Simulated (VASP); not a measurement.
Wanted: the native input for a VASP 6.6.1 run.

```
Task                   : relaxation of cell and atoms
Functional             : PBE
Potentials or basis    : VASP PAW PBE potentials, release 64 (Al)
Cutoff                 : 600 eV
k mesh                 : 18 × 18 × 18
Occupations            : methfessel-paxton, width 0.1 eV
Spin                   : no spin polarisation
Further INCAR settings : ALGO = Normal; EDIFF = 1e-06; IBRION = 2; EDIFFG = -0.01; NSW = 90; ISIF = 3
```

The structure of Al lies in POSCAR:

```
Al
1.0
    0.0000000000      2.0248050000      2.0248050000
    2.0248050000      0.0000000000      2.0248050000
    2.0248050000      2.0248050000      0.0000000000
Al
1
Direct
    0.0000000000      0.0000000000      0.0000000000
```

One way to write it, as run:

INCAR

```
ALGO = Normal
EDIFF = 1E-6
EDIFFG = -0.01
ENCUT = 600
GGA = PE
IBRION = 2
ISIF = 3
ISMEAR = 1
LASPH = True
LCHARG = False
LREAL = False
LWAVE = False
NELM = 80
NSW = 90
PREC = Accurate
SIGMA = 0.1
```

KPOINTS

```
k-points
0
Gamma
  18 18 18
```

Potentials or basis: VASP PAW PBE potentials, release 64 (Al).

Command:

```sh
$ cat potpaw_PBE.64/Al/POTCAR > POTCAR
$ mpirun -np 1 vasp_std > vasp.out
```

It gave:

```yaml
Relaxed_volume: 16.49 Å³/atom
Relaxed_cell: a = 2.857 Å, b = 2.857 Å, c = 2.857 Å, α = 60.00°, β = 60.00°, γ = 60.00°
Space_group_after_relaxing_to_0.05_Å: Fm-3m (No. 225)
Energy_gained_by_relaxing: 0.1 meV/atom
Ionic_steps: 2
Pressure_after_relaxing: 0.1 GPa
Band_gap_on_the_k_mesh: none (metal or under the smearing width)
```

Run time: 5.8 s on 1 thread of Intel(R) Xeon(R) 6975P-C (Granite Rapids), on a shared host, peak memory 0.15 GiB.
